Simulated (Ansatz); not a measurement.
Geometry optimisation in Ansatz: input, command and trajectory.

```yaml
crystal:
  lattice:
    - [5.0477910244, 0.0, 0.0]
    - [-2.5238955122, 4.3715152602, 0.0]
    - [0.0, 0.0, 8.5414108818]
  atoms:
    - { symbol: Si, position: [0.6666666667, 0.3333333333, 0.9372042215] }
    - { symbol: Si, position: [0.6666666667, 0.3333333333, 0.5627957785] }
    - { symbol: Si, position: [0.3333333333, 0.6666666667, 0.0627957785] }
    - { symbol: Si, position: [0.3333333333, 0.6666666667, 0.4372042215] }
    - { symbol: O, position: [0.0, 0.4173772555, 0.0] }
    - { symbol: O, position: [0.4173772555, 0.4173772555, 0.5] }
    - { symbol: O, position: [0.5826227445, 0.0, 0.5] }
    - { symbol: O, position: [0.5826227445, 0.5826227445, 0.0] }
    - { symbol: O, position: [0.0, 0.5826227445, 0.5] }
    - { symbol: O, position: [0.6666666667, 0.3333333333, 0.75] }
    - { symbol: O, position: [0.3333333333, 0.6666666667, 0.25] }
    - { symbol: O, position: [0.4173772555, 0.0, 0.0] }
basis:
  ecutwfc: 420
kpoints:
  mp_grid: { grid: [6, 6, 4] }
hamiltonian:
  xc: pbe
scf:
  occupations: { method: gaussian, width: 0.02 }
output:
  forces: true
  stress: true
  eigenvalues: true
  write_density: true
  write_potential: true
  elf: true
  volumetric_format: npy
relax:
  adjacent_minimum: "off"
  f_tol: 0.01
  max_steps: 30
  cell: { stress_tol: 0.1, fix: [volume] }
```

```bash
ansatz run input.yaml --threads 2 --pin off --max-ram 5120MiB --backend cpu --events-out ev --progress --plain --runs-dir out
```

Method: DFT PBE, scalar-relativistic, plane waves, PAW (Ansatz).

The volume is held at 0.97 times that of the relaxed cell.

Of 6 frames 5 are shown, positions in Å and forces in eV/Å; the SCF threshold varies from step to step. Steps run on the plane waves of an earlier cell, with a Pulay correction in the pressure. The basis is chosen afresh for the last frame, the zero of the energies, and at times for earlier ones too; energy and pressure can step there, also at an unchanged geometry. Where two frames share a geometry here, they differ by under 2 meV/atom and 0.3 GPa. The mark taken_back stands on steps that the optimiser undid.

```xyz
12
Lattice="5.0478 0.0000 0.0000 -2.5239 4.3715 0.0000 0.0000 0.0000 8.5414" Properties=species:S:1:pos:R:3:forces:R:3 pbc="T T T" step=1 free_energy_over_end_meV_per_atom=5.53 pressure_GPa=4.86
Si    2.5239    1.4572    8.0050    0.0000    0.0000    0.0170
Si    2.5239    1.4572    4.8071    0.0000    0.0000   -0.0170
Si    0.0000    2.9143    0.5364    0.0000    0.0000   -0.0170
Si    0.0000    2.9143    3.7343    0.0000    0.0000    0.0170
O    -1.0534    1.8246    0.0000    0.1445   -0.2503    0.0000
O     1.0534    1.8246    4.2707   -0.1445   -0.2503    0.0000
O     2.9410    0.0000    4.2707    0.2890    0.0000    0.0000
O     1.4705    2.5469    0.0000    0.1445    0.2503    0.0000
O    -1.4705    2.5469    4.2707   -0.1445    0.2503    0.0000
O     2.5239    1.4572    6.4061    0.0000    0.0000    0.0000
O     0.0000    2.9143    2.1354    0.0000    0.0000    0.0000
O     2.1068    0.0000    0.0000   -0.2890    0.0000    0.0000
12
Lattice="5.0441 0.0000 0.0000 -2.5220 4.3683 0.0000 0.0000 0.0000 8.5539" Properties=species:S:1:pos:R:3:forces:R:3 pbc="T T T" step=2 free_energy_over_end_meV_per_atom=4.25 pressure_GPa=4.38
Si    2.5220    1.4561    8.0163    0.0000    0.0000    0.0064
Si    2.5220    1.4561    4.8146    0.0000    0.0000   -0.0064
Si    0.0000    2.9122    0.5376    0.0000    0.0000   -0.0064
Si    0.0000    2.9122    3.7394    0.0000    0.0000    0.0064
O    -1.0480    1.8152    0.0000    0.1303   -0.2256    0.0000
O     1.0480    1.8152    4.2770   -0.1303   -0.2256    0.0000
O     2.9481    0.0000    4.2770    0.2605    0.0000    0.0000
O     1.4740    2.5531    0.0000    0.1303    0.2256    0.0000
O    -1.4740    2.5531    4.2770   -0.1303    0.2256    0.0000
O     2.5220    1.4561    6.4154    0.0000    0.0000    0.0000
O     0.0000    2.9122    2.1385    0.0000    0.0000    0.0000
O     2.0960    0.0000    0.0000   -0.2605    0.0000    0.0000
12
Lattice="5.0605 0.0000 0.0000 -2.5303 4.3825 0.0000 0.0000 0.0000 8.4985" Properties=species:S:1:pos:R:3:forces:R:3 pbc="T T T" step=3 free_energy_over_end_meV_per_atom=14.31 pressure_GPa=-0.22 taken_back
Si    2.5303    1.4608    7.9516    0.0000    0.0000    1.8136
Si    2.5303    1.4608    4.7961    0.0000    0.0000   -1.8136
Si    0.0000    2.9217    0.5469    0.0000    0.0000   -1.8136
Si    0.0000    2.9217    3.7024    0.0000    0.0000    1.8136
O    -1.0042    1.7393    0.0000   -0.2028    0.3513    0.0000
O     1.0042    1.7393    4.2492    0.2028    0.3513    0.0000
O     3.0521    0.0000    4.2492   -0.4057    0.0000    0.0000
O     1.5261    2.6432    0.0000   -0.2028   -0.3513    0.0000
O    -1.5261    2.6432    4.2492    0.2028   -0.3513    0.0000
O     2.5303    1.4608    6.3738    0.0000    0.0000    0.0000
O     0.0000    2.9217    2.1246    0.0000    0.0000    0.0000
O     2.0084    0.0000    0.0000    0.4057    0.0000    0.0000
12
Lattice="5.0313 0.0000 0.0000 -2.5157 4.3573 0.0000 0.0000 0.0000 8.5974" Properties=species:S:1:pos:R:3:forces:R:3 pbc="T T T" step=4 free_energy_over_end_meV_per_atom=0.76 pressure_GPa=1.98
Si    2.5157    1.4524    8.0633    0.0000    0.0000   -0.3719
Si    2.5157    1.4524    4.8328    0.0000    0.0000    0.3719
Si    0.0000    2.9048    0.5341    0.0000    0.0000    0.3719
Si    0.0000    2.9048    3.7646    0.0000    0.0000   -0.3719
O    -1.0227    1.7713    0.0000    0.0527   -0.0913    0.0000
O     1.0227    1.7713    4.2987   -0.0527   -0.0913    0.0000
O     2.9860    0.0000    4.2987    0.1054    0.0000    0.0000
O     1.4930    2.5859    0.0000    0.0527    0.0913    0.0000
O    -1.4930    2.5859    4.2987   -0.0527    0.0913    0.0000
O     2.5157    1.4524    6.4480    0.0000    0.0000    0.0000
O     0.0000    2.9048    2.1493    0.0000    0.0000    0.0000
O     2.0453    0.0000    0.0000   -0.1054    0.0000    0.0000
12
Lattice="5.0269 0.0000 0.0000 -2.5135 4.3534 0.0000 0.0000 0.0000 8.6125" Properties=species:S:1:pos:R:3:forces:R:3 pbc="T T T" step=6 free_energy_over_end_meV_per_atom=0.00 pressure_GPa=1.13
Si    2.5135    1.4511    8.0707    0.0000    0.0000    0.0068
Si    2.5135    1.4511    4.8480    0.0000    0.0000   -0.0068
Si    0.0000    2.9023    0.5418    0.0000    0.0000   -0.0068
Si    0.0000    2.9023    3.7644    0.0000    0.0000    0.0068
O    -1.0138    1.7560    0.0000    0.0000    0.0001    0.0000
O     1.0138    1.7560    4.3062    0.0000    0.0001    0.0000
O     2.9993    0.0000    4.3062   -0.0001    0.0000    0.0000
O     1.4996    2.5974    0.0000    0.0000   -0.0001    0.0000
O    -1.4996    2.5974    4.3062    0.0000   -0.0001    0.0000
O     2.5135    1.4511    6.4594    0.0000    0.0000    0.0000
O     0.0000    2.9023    2.1531    0.0000    0.0000    0.0000
O     2.0276    0.0000    0.0000    0.0001    0.0000    0.0000
```

Time: 46 s on 2 threads of Intel(R) Xeon(R) Platinum 8259CL CPU @ 2.50GHz (Skylake/Cascade Lake), on a shared host, peak memory 0.55 GiB.